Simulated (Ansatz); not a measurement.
MnO:

```xyz
2
Lattice="0.0000 2.2239 2.2239 2.2239 0.0000 2.2239 2.2239 2.2239 0.0000" Properties=species:S:1:pos:R:3 pbc="T T T"
Mn    0.0000    0.0000    0.0000
O     2.2239    2.2239    2.2239
```

The cell is a database's computed one.

Base run:

- Program: Ansatz 0.2.0
- Functional: r2SCAN
- Potentials or basis: Ansatz PAW
- Cutoff: 500 eV (not typed: the program's choice for these potentials)
- k mesh: 10 × 10 × 10
- Occupations: fermi-dirac, width 0.05 eV
- Spin: collinear spin, ferromagnetic start
- Starting moments: [4.0, 0.0] μB
- Hubbard terms: Mn d U = 5 eV

Its results: band gap on the k mesh 0.92 eV, indirect (least direct gap 3.08 eV); pressure 5.8 GPa; net moment 5.00 μB per cell; site moments Mn +4.35; O +0.15 μB.

**Question.** The run is repeated on the same cell with these changes: hubbard terms from Mn d U = 5 eV to Mn d U = 4 eV. What comes out?

**Answer.** Band gap on the k mesh 0.78 eV, indirect (least direct gap 3.09 eV); pressure 4.7 GPa; net moment 5.00 μB per cell; site moments Mn +4.34; O +0.17 μB.

Caveats: the magnetic or orbital state may not be the lowest; a cell with one magnetic atom can't hold antiferromagnetic order, which such compounds often take; the PAW data sets come from PBE, with cores solved anew for the run's functional, which leaves a small shift of forces and pressure.
